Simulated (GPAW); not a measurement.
# SnO2 (R-3m) in GPAW: a series of runs

One crystal, SnO2, is run at these levels: PBEsol, LDA, r2SCAN, PBE; tasks: band structure, equation of state, G0W0 quasiparticle levels.

Everything below comes from runs of GPAW 26.7.0. Logs are shortened: lines on timing, memory, paths and dates and some standing lists are left out, and cuts for length are marked. The log counts tension as positive stress, the text compression.

### Step 1. Starting point

Symmetry: R-3m, No. 166, trigonal system. Conventional cell: a = 3.234 Å, b = 3.234 Å, c = 14.402 Å, α = 90.00°, β = 90.00°, γ = 120.00°. Sn (site symmetry -3m) is surrounded by 6 O at 2.13 Å. Around O (site symmetry 3m) lie 3 Sn at 2.13 Å.

Measurements of this composition are mostly on another form, of space group No. 136.

### Step 2. Band structure, PBEsol

run.py reads:

```python
from ase import Atoms
from ase.dft.bandgap import bandgap
from ase.io import write
from ase.units import GPa
from gpaw import GPAW, PW, setup_paths

setup_paths.insert(0, '.')

atoms = Atoms(['Sn', 'O', 'O'],
              cell=[[1.6170930752, 0.9336291223, 4.800592584],
                    [-1.6170930752, 0.9336291223, 4.800592584],
                    [0.0, -1.8672582446, 4.800592584]],
              scaled_positions=[[0.5, 0.5, 0.5],
                                [0.76283, 0.76283, 0.76283],
                                [0.23717, 0.23717, 0.23717]],
              pbc=True)

calc = GPAW(mode=PW(800),
            xc='PBEsol',
            kpts={'size': (6, 6, 6), 'gamma': True},
            occupations={'name': 'fermi-dirac', 'width': 0.05},
            nbands=24,
            convergence={'density': 1e-05, 'energy': 1e-05},
            maxiter=150,
            txt='gpaw.txt')
atoms.calc = calc
energy = atoms.get_potential_energy()
forces = atoms.get_forces()
stress = atoms.get_stress()
calc.write('gs.gpw')
write('result.traj', atoms)
print(f'Energy: {energy:.6f} eV')
print('Forces (eV/A):')
print(forces.round(4))
print('Stress (GPa):', (stress / GPa).round(3))
print('Fermi level:', round(calc.get_fermi_level(), 4), 'eV')
print(f'Gap: {bandgap(calc)[0]:.4f} eV, direct: {bandgap(calc, direct=True)[0]:.4f} eV')

path = atoms.cell.bandpath('GLB1,BZGX,QFP1Z,LP', npoints=60, eps=1e-4)
bs_calc = calc.fixed_density(kpts=path, symmetry='off', nbands=36,
                             convergence={'bands': 'CBM+6.0', 'eigenstates': 1e-6}, txt='bands.txt')
bs = bs_calc.band_structure()
bs.write('bs.json')
print(f'Gap on the path: {bandgap(bs_calc)[0]:.4f} eV')
```

Potentials or basis: PAW data sets generated in the run's folder for this functional, pw.

On the command line:

```bash
$ gpaw-setup -f PBEsol O Sn
$ OMP_NUM_THREADS=1 python run.py
```

gpaw.txt:

```text
__  _  _
 | _ |_)|_||  |
 |__||  | ||/\| - 26.7.0

Input parameters:
  mode=PW(ecut=800.0),
  convergence={'density': 1e-05, 'energy': 1e-05},
  kpts=MonkhorstPack(size=(6, 6, 6), gamma=True),
  maxiter=150,
  nbands=24,
  occupations=Occupations(name='fermi-dirac', width=0.05),
  xc=XC(name='PBEsol')

Diagonalizing LCAO Hamiltonian
Converting LCAO to pw mode

       O

       Sn

       O

Atoms  # Å, Bohr magnetons
|   | symbol |         x |         y |         z |    initial magnetic moments |
|---|--------|-----------|-----------|-----------|-----------------------------|
| 0 |     Sn |  0.000000 |  0.000000 |  7.200889 | ( 0.0000,  0.0000,  0.0000) |
| 1 |      O | -0.000000 |  0.000000 | 10.986108 | ( 0.0000,  0.0000,  0.0000) |
| 2 |      O | -0.000000 | -0.000000 |  3.415670 | ( 0.0000,  0.0000,  0.0000) |

Unit cell  # Å
| periodic |         x |         y |        z |  lengths |    angles |
|----------|-----------|-----------|----------|----------|-----------|
|      yes |  1.617093 |  0.933629 | 4.800593 | 5.150955 | 36.593718 |
|      yes | -1.617093 |  0.933629 | 4.800593 | 5.150955 | 36.593718 |
|      yes |  0.000000 | -1.867258 | 4.800593 | 5.150955 | 36.593718 |

Number of symmetries: 12
Symmetry operations  # r_c * U_cc + t_c -> r_c
|    | kind |            matrix            |
|----|------|------------------------------|
|  0 |  E   |  1, 0, 0,  0, 1, 0,  0, 0, 1 |
|  1 |  σ   |  1, 0, 0,  0, 0, 1,  0, 1, 0 |
|  2 |  σ   |  0, 1, 0,  1, 0, 0,  0, 0, 1 |
|  3 |  C3  |  0, 1, 0,  0, 0, 1,  1, 0, 0 |
|  4 |  C3  |  0, 0, 1,  1, 0, 0,  0, 1, 0 |
|  5 |  σ   |  0, 0, 1,  0, 1, 0,  1, 0, 0 |
|  6 |  C2  |  0, 0,-1,  0,-1, 0, -1, 0, 0 |
|  7 |  S6  |  0, 0,-1, -1, 0, 0,  0,-1, 0 |
|  8 |  S6  |  0,-1, 0,  0, 0,-1, -1, 0, 0 |
|  9 |  C2  |  0,-1, 0, -1, 0, 0,  0, 0,-1 |
| 10 |  C2  | -1, 0, 0,  0, 0,-1,  0,-1, 0 |
| 11 |  i   | -1, 0, 0,  0,-1, 0,  0, 0,-1 |

BZ-sampling:
  Number of BZ points: 216
  Number of IBZ points: 32

  Monkhorst-Pack size: [6, 6, 6]
  Monkhorst-Pack shift: [0.08333333333333333, 0.08333333333333333, 0.08333333333333333]

K-points  # in reciprocal-cell coordinates
|     |                                coordinates |     weight |
|-----|--------------------------------------------|------------|
|   0 | (  0.00000000,   0.00000000,   0.00000000) | 0.00462963 |
|   1 | (  0.16666667,   0.00000000,  -0.16666667) | 0.02777778 |
|   2 | (  0.16666667,   0.00000000,   0.00000000) | 0.02777778 |
|   3 | (  0.16666667,   0.16666667,  -0.16666667) | 0.02777778 |
|   4 | (  0.16666667,   0.16666667,   0.00000000) | 0.02777778 |
|   5 | (  0.16666667,   0.16666667,   0.16666667) | 0.00925926 |
|   6 | (  0.33333333,  -0.16666667,  -0.16666667) | 0.02777778 |
|   7 | (  0.33333333,   0.00000000,  -0.33333333) | 0.02777778 |
|   8 | (  0.33333333,   0.00000000,  -0.16666667) | 0.05555556 |
|   9 | (  0.33333333,   0.00000000,   0.00000000) | 0.02777778 |
| ... |                                            |            |
|  31 | (  0.50000000,   0.50000000,   0.50000000) | 0.00462963 |

Plane wave coefficients: 2266
Cutoff: 800.0 eV

Spin-components: 1 (collinear spins)
Bands:           24
Projectors:      16
Spin-degeneracy: 2
Datatype:        complex128

Parallelization:
  kpt:    1
  domain: 1
  band:   1

Density:
  Valence electrons: 26.0
  Components: 1
  Grid points: [35 35 35]
  Charge: 0.0  # |e|

Potential:
  Grid points: [35 35 35]

species:
  Sn:
    name:    Tin
    Z:       50.0
    valence: 14
    core:    36
    charge:  0.0  # [|e|]
    compensation charges:
      type: gauss
      rc: 0.38  # [Å]
      lmax: 2
    cutoffs:
      filter: 2.23  # [Å]
      core: 2.35  # [Å]
    projectors
    | kind |    occ | energy [eV] | rcut [Å] |
    |------|--------|-------------|----------|
    |   5s |  2.000 |     -10.584 |    1.201 |
    |   5p |  2.000 |      -3.711 |    1.270 |
    |   4d | 10.000 |     -25.798 |    1.185 |
    |    s |        |      16.628 |    1.201 |
    |    p |        |      23.501 |    1.270 |
    |    d |        |       1.413 |    1.185 |

    Using partial waves for Sn as LCAO basis

  O:
    name:    Oxygen
    Z:       8.0
    valence: 6
    core:    2
    charge:  0.0  # [|e|]
    compensation charges:
      type: gauss
      rc: 0.21  # [Å]
      lmax: 2
    cutoffs:
      filter: 1.17  # [Å]
      core: 0.83  # [Å]
    projectors
    | kind |    occ | energy [eV] | rcut [Å] |
    |------|--------|-------------|----------|
    |   2s |  2.000 |     -23.808 |    0.688 |
    |   2p |  4.000 |      -8.972 |    0.598 |
    |    s |        |       3.404 |    0.688 |
    |    p |        |      18.239 |    0.598 |
    |    d |        |       0.000 |    0.619 |

    Using partial waves for O as LCAO basis

Reference energy: -172003.837218  # eV

eigensolver:
  PPCG
  Converge bands: occupied
  niter=2

density mixing:
  MSR1-Mixer
  Pratt-step length: 0.05
  Maximum mixing coefficient: 0.75
  Old densities: 10
  SVD Regularization: 0.005
  Good broyden scale: 1.0
  Trust region scale: 1.0
  Backstep threshold: 4.0
  History deletion threshold: 6.0
  Fourier metric: weight=20.0, sigma=0.015

occupation numbers:
  Fermi-Dirac:
    width: 0.0500  # eV

poisson solver:
  ecut: 6400.0  # eV

xc functional:
  name: PBEsol with 2 nearest neighbor stencil

convergence criteria:
- Maximum integral of absolute [dens]ity change: 1e-05 electrons / valence electron
- Maximum [total energy] change in last 3 cyles: 1e-05 eV / valence electron
- Maximum integral of absolute [eigenst]ate change: 4e-08 eV^2 / valence electron
maximum number of iterations: 150

SCF iterations
|iter     | |      energy | eigst |  dens |
|---------|-|-------------|-------|-------|
|iter:   1| |  -22.641384 | +0.20 |       |
|iter:   2| |  -21.918366 | -1.66 | -0.90 |
|iter:   3| |  -20.069585 | -0.89 | -0.96 |
|iter:   4| |  -20.054839 | -3.22 | -1.52 |
|iter:   5| |  -20.053278 | -3.36 | -1.79 |
|iter:   6| |  -20.053405 | -5.08 | -2.92 |
|iter:   7| |  -20.053439c| -5.71 | -3.31 |
|iter:   8| |  -20.053439c| -7.52c| -4.40 |
|iter:   9| |  -20.053439c| -7.52c| -4.87 |
|iter:  10| |  -20.053439c| -8.33c| -5.84c|

Converged in 10 steps
Energy contributions relative to reference atoms: (reference = -172003.837218)

Energy contributions:
  Kinetic:          25.732702
  Coulomb:         -24.282749
  Zero:              0.170874
  External:          0.000000
  Xc:              -21.674266
  Entropy:          -0.000000
  Spinorbit:         0.000000
  ----------------------------
  Free energy:     -20.053439
  Extrapolated:    -20.053439

dipole moment: (0.000000, 0.000000, 0.000012)  # |e|*Ang

Fermi level: 4.143
Eigenvalues  # (at kpt = [0.000, 0.000, 0.000])
| band index |      eig [eV] | occ [0-2] |
|------------|---------------|-----------|
|          0 |       -16.779 |     2.000 |
|        ... |               |           |
|          5 |       -14.706 |     2.000 |
|          6 |       -12.884 |     2.000 |
|          7 |        -0.795 |     2.000 |
|          8 |         1.856 |     2.000 |
|          9 |         1.856 |     2.000 |
|         10 |         2.247 |     2.000 |
[... 8 lines left out ...]
|         19 |        20.076 |     0.000 |
|         20 |        20.291 |     0.000 |
|        ... |               |           |
|         23 |        26.818 |     0.000 |

Gap: 1.882 eV
Transition (v -> c):
  (s=0, k=1, n=12, [0.17, 0.00, -0.17]) -> (s=0, k=0, n=13, [0.00, 0.00, 0.00])
Direct/indirect transitions are different
Direct gap: 2.001 eV
Transition at: (s=0, k=0, n=12, [0.00, 0.00, 0.00])

Forces  # eV/Ang
|        x |        y |        z |
|----------|----------|----------|
| -0.00000 |  0.00000 |  0.00000 |  # Sn   0
|  0.00000 |  0.00000 |  0.47809 |  # O    1
| -0.00000 | -0.00000 | -0.47809 |  # O    2

Stress tensor  # eV/Ang^3
|         x |         y |        z |
|-----------|-----------|----------|
|  0.044448 | -0.000000 | 0.000000 |
| -0.000000 |  0.044448 | 0.000000 |
|  0.000000 |  0.000000 | 0.028024 |

# Writing to gs.gpw (mode='')
```

Wall time 3.9 min (1 thread of Intel Xeon at 2.70GHz, shared host); peak memory 0.38 GiB.

What came out:

```yaml
Free_energy: -20.0534 eV
Pressure: -6.2 GPa
Largest_force: 0.478 eV/Å
Band_gap_on_the_k_mesh: 1.88 eV, indirect (least direct gap 2.00 eV)
Band_gap_along_the_path: 1.88 eV, indirect (least direct gap 2.00 eV)
```

Forces on the atoms (eV/Å):
```
Sn   0.000  0.000  0.000
O    0.000  0.000  0.478
O    0.000  0.000 -0.478
```

Levels at the corners of the path, in eV from the valence-band top:
```csv
point,band 10,band 11,band 12,band 13,band 14,band 15
Γ,-1.28,-0.89,-0.89,-0.12,1.88,5.57
L,-2.96,-1.49,-0.59,-0.56,5.25,7.60
B1,-3.52,-2.54,-0.29,-0.28,5.93,9.25
B,-3.52,-2.54,-0.29,-0.28,5.93,9.25
Z,-1.34,-1.27,-0.84,-0.84,3.14,5.52
Γ,-1.28,-0.89,-0.89,-0.12,1.88,5.57
X,-3.66,-2.61,-0.29,-0.29,5.96,9.26
Q,-3.66,-2.61,-0.29,-0.29,5.96,9.26
F,-3.06,-1.15,-0.45,-0.02,4.98,6.79
P1,-3.02,-1.19,-0.48,-0.21,5.05,7.04
Z,-1.34,-1.27,-0.84,-0.84,3.14,5.52
L,-2.96,-1.49,-0.59,-0.56,5.25,7.60
P,-3.02,-1.19,-0.48,-0.21,5.05,7.04
```

Caveat: spin-orbit coupling is left out, which moves the levels of the heavy elements; the program warned that so skewed a cell can give wrong results.

(Part 1 of 5 ends here.)
